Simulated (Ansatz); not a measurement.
# MoGe2N4 monolayer in a perpendicular field, part 4 of 4

Wanted: the out-of-plane response of the MoGe2N4 monolayer. A positive field points along +c.

Ansatz 0.2.0; plane-wave DFT, r2SCAN-D4, Ansatz PAW (the session's first sound run).

So far, equivalent conductor thickness p/(ε₀AE) (Å): step 9 (response, atoms held, r2SCAN-D4) 8.14; step 12 (LDA) 8.24; step 15 (PBE) 8.23; step 18 (r2SCAN) 8.14.

## 21. The series together

Times are for 8 threads of INTEL XEON PLATINUM 8581C at 2.30GHz (Emerald Rapids), shared host. Results by setting:

| no. | functional | field | dipole along the normal (e·Å) | time | memory (GiB) |
| --- | --- | --- | --- | --- | --- |
| 1 | lda | 0.1 V/Å | 0.03512 | 2.5 s | 0.73 |
| 2 | lda | -0.1 V/Å | -0.03513 | 2.6 s | 0.71 |
| 3 | pbe | 0.1 V/Å | 0.03511 | 2.6 s | 0.74 |
| 4 | pbe | -0.1 V/Å | -0.03511 | 2.7 s | 0.74 |
| 5 | r2scan | 0.1 V/Å | 0.03472 | 5.2 s | 1.2 |
| 6 | r2scan | -0.1 V/Å | -0.03472 | 5.2 s | 1.2 |
| 7 | hse06 | 0.1 V/Å | 0.03436 | 46 s | 7.7 |
| 8 | hse06 | -0.1 V/Å | -0.03436 | 47 s | 7.6 |

## 22. Response at this level

This step: plane-wave DFT, HSE06, Ansatz PAW; response to a field along the normal, atoms held (Ansatz 0.2.0).

The induced dipole is that of a conductor 8.06 Å thick.

## 23. A changed input

This step: plane-wave DFT, r2SCAN-D4, Ansatz PAW, but for the change named below (Ansatz 0.2.0).

A run with a changed input: it repeats the earlier run at 0.1 V/Å with scf.eigensolver.kind to davidson and hamiltonian.xc from r2scan to pbe.

The input, input.yaml:

```yaml
crystal:
  lattice:
    - [2.9849887572, 0.0, 0.0]
    - [-1.4924943786, 2.5850760938, 0.0]
    - [0.0, 0.0, 25.3704720722]
  atoms:
    - { symbol: "N", position: [0.0, 0.0, 0.3547431035] }
    - { symbol: Ge, position: [0.3333333333, 0.6666666667, 0.3787617591] }
    - { symbol: "N", position: [0.3333333333, 0.6666666667, 0.4520760759] }
    - { symbol: Mo, position: [0.0, 0.0, 0.5] }
    - { symbol: "N", position: [0.3333333333, 0.6666666667, 0.5479239241] }
    - { symbol: Ge, position: [0.3333333333, 0.6666666667, 0.6212382409] }
    - { symbol: "N", position: [0.0, 0.0, 0.6452568965] }
kpoints:
  mp_grid: { grid: [18, 18, 1] }
  band_path:
    path: [[0, 0, 0], [0.5, 0, 0], [0.33333333, 0.33333333, 0], [0, 0, 0]]
    npoints: 16
hamiltonian:
  xc: pbe
  dispersion: d4
scf:
  occupations: { method: fermi_dirac, width: 0.05 }
  convergence: { dr2_threshold: 1.0e-10 }
  eigensolver: { kind: davidson }
efield:
  axis: 3
  dipole_correction: true
  ramp_position: 0.9373
  ramp_width: 0.1253
  amplitude: 0.1
output:
  write_potential: true
  write_density: true
  volumetric_format: npy
```

Started as:

```
> ansatz run input.yaml --threads 8 --pin off --max-ram 12288MiB --backend cpu --events-out ev --progress --plain --runs-dir out
```

Numbers of over 12 decimals in the logs are rounded to 6 here.

What it wrote:

```text
[...]
Crystal: 7 atoms, lattice volume = 195.769 Å³
Basis set: ecut = 420 eV, 3733 PW (Γ)
Bands: 38, of which v1, the nominal top of the filled ones, is band 31 counted from 1 (30 counted from 0)
Symmetry: 6 space group operations
k-points: 37 of 324 (time reversal used)
[...]
SCF iter  17: F=-15085.390330 eV  HF=-15085.390330 eV  |F-HF|=3.09e-11  |Δ(HF+E_count)|=  6.73e-11  Δρ=2.38e-7  dr2=8.13e-11  ethr=1.17e-12  p=0.035 e·Å  D=3.25e-2 V/Å  ΔV_dip=-0.82 eV  dr2_dipole=6.05e-13  V_vac-E_F(+/−)=5.48/4.15 eV  ⟨swp⟩=3.0  Hψ=2694  notcnv=0
the search or the solves at the SCF's close seem to have found levels that the self-consistency loop had missed (the run counts 1). By its estimate they hold under 1e-12 electrons; where the run keeps them, the occupations were computed again with them
SCF 1 converged in 17 iterations: F = -15085.390330 eV  dr2 = 8.13e-11
[...]
SCF converged after 17 iterations
Free energy (F): -15085.390330 eV
[...]
Internal energy: -15085.390330 eV  (E = F + TS)
E sigma→0 (E₀):  -15085.390330 eV
Entropy (-TS):   -0.000000 eV (-0.000 meV/atom)
Fermi energy:    2.446419 eV
Dipole field:    D = 0.032456 V/Å  (p = 0.035113 e·Å, saw-weighted, corrected)
Work function:   not extracted (applied field tilts the vacuum); planar V_es + V_field profile in the machine report
[...]
--- Band table (eV; the first three rows and the last of 37) ---
  k-point 0: bands = [... 27 lower, -0.7421, -0.7421, -0.1018, 1.7129, 4.1204, 4.2392, 4.6495, 4.6495, ... 3 higher]
  k-point 1: bands = [... 27 lower, -0.8822, -0.7990, -0.0013, 1.7552, 4.0565, 4.1884, 4.6626, 4.7369, ... 3 higher]
  k-point 2: bands = [... 27 lower, -1.0521, -0.9575, 0.0744, 1.7052, 3.9336, 4.2010, 4.6118, 4.9734, ... 3 higher]
  k-point 36: bands = [... 27 lower, -1.9387, -0.5100, 0.0642, 1.1964, 3.0561, 5.1545, 5.4099, 5.9277, ... 3 higher]
```

Wall time 6.2 s (8 threads of INTEL XEON PLATINUM 8581C at 2.30GHz (Emerald Rapids), shared host); peak memory 0.77 GiB.

This step gave:

```
dipole along the normal            : 0.03511 e·Å
gap along the path                 : 1.294 eV
smallest direct gap along the path : 1.860 eV
gap, the smaller of path and mesh  : 1.294 eV
```

Electronic bands along the path, in eV, zero at the Fermi level of the run, which the smearing sets inside the gap:

| point | band 28 | band 29 | band 30 | band 31 | band 32 | band 33 | band 34 | band 35 |
| --- | --- | --- | --- | --- | --- | --- | --- | --- |
| Γ | -3.19 | -3.19 | -2.55 | -0.73 | 1.67 | 1.79 | 2.20 | 2.20 |
| halfway | -3.79 | -3.77 | -2.69 | -1.54 | 1.58 | 1.99 | 1.99 | 3.41 |
| M | -3.21 | -3.12 | -2.78 | -1.72 | 1.78 | 2.01 | 2.14 | 2.47 |
| halfway | -3.63 | -3.03 | -2.75 | -1.59 | 1.28 | 2.35 | 3.07 | 3.31 |
| K | -4.39 | -2.96 | -2.38 | -1.25 | 0.61 | 2.71 | 2.96 | 3.48 |
| halfway | -3.46 | -3.32 | -2.78 | -1.74 | 1.65 | 2.06 | 2.19 | 3.64 |
| Γ | -3.19 | -3.19 | -2.55 | -0.73 | 1.67 | 1.79 | 2.20 | 2.20 |

| quantity | this run | earlier run | difference |
| --- | --- | --- | --- |
| dipole along the normal (e·Å) | 0.03511 | 0.03471 | 4.0e-4 |
| gap along the path (eV) | 1.294 | 1.333 | -0.039 |
| smallest direct gap along the path (eV) | 1.860 | 1.946 | -0.086 |

What moves beyond 0.01 in its unit (for the dipole 0.5 % and 5e-5 e·Å): smallest direct gap along the path (-0.0864 eV), gap along the path (-0.0392 eV) and dipole along the normal (+0.000403 e·Å).

## 24. A changed input

This step: plane-wave DFT, r2SCAN-D4, Ansatz PAW (Ansatz 0.2.0).

An input spoilt on purpose, to show how the run answers: it repeats the earlier run at 0.1 V/Å with basis.ecutwfc to 520 ev, and scf.max_iter set to 50.

Changes to input.yaml since step 23:

```diff
@@ -19,3 +19,3 @@
 hamiltonian:
-  xc: pbe
+  xc: r2scan
   dispersion: d4
@@ -24,3 +24,3 @@
   convergence: { dr2_threshold: 1.0e-10 }
-  eigensolver: { kind: davidson }
+  max_iter: 50
 efield:
@@ -35 +35,3 @@
   volumetric_format: npy
+basis:
+  ecutwfc: "520 ev"
```

What it wrote:

```text
Error: YAML parse error: error: line 37 column 12: unknown unit factor `ev` — a unit is read by its exact case: `eV` is a unit here, `ev` is not
  --> <input>:37:12
   |
35 |   volumetric_format: npy
36 | basis:
37 |   ecutwfc: "520 ev"
   |            ^ unknown unit factor `ev` — a unit is read by its exact case: `eV` is a unit here, `ev` is not
```

It took 0.02 s on 8 threads; peak memory 0.031 GiB.

The input was rejected at the start.

The program's message: “Error: YAML parse error: error: line 37 column 12: unknown unit factor `ev` — a unit is read by its exact case: `eV` is a unit here, `ev` is not”

The fault put into the input: a cutoff in the wrong unit.

## 25. Outcome

| Quantity | Value |
| --- | --- |
| gap without field | 1.33 eV |
| ionisation energy, upper face | 5.71 eV |
| electron affinity, upper face | 4.37 eV |
| equivalent conductor thickness, atoms held | 8.14 Å |
| equivalent conductor thickness, LDA | 8.24 Å |
| equivalent conductor thickness, PBE | 8.23 Å |
| equivalent conductor thickness, r2SCAN | 8.14 Å |
| equivalent conductor thickness, HSE06 | 8.06 Å |

What this shows: The induced dipole equals that of a perfect conductor 8.14 Å thick, while the outer atoms lie 7.37 Å apart; an out-of-plane ε follows only once a thickness t is chosen, by 1 − 1/ε = 8.14 Å / t. The gap stays within 0.01 eV of 1.33 eV over the fields run, up to 0.35 V/Å in size. Across the functionals the thickness runs from 8.06 to 8.24 Å; those runs use a coarser k-mesh, so they are to be compared with each other. Semilocal functionals give gaps that are too small, and excitons are not included. Spin-orbit coupling is left out, which matters for the bands of elements this heavy. The outer anions sit over the metal atoms, one of several polytypes of such layers and not the lowest for every compound.

[Logs are printed without paths, hosts, clocks, repeated set-up lines and the standing remarks that a program may print on its own settings, such as how far it seeks lower states.]

[Hosts, paths, dates, database ids (printed as entryN), source tags and the programs' standing remarks are cut or masked in the printed files.]

[Maps of the electrostatic potential energy from Ansatz leave out the sawtooth potential of an applied field or a dipole correction, so their vacuum need not be flat; planar profiles and work functions include it.]
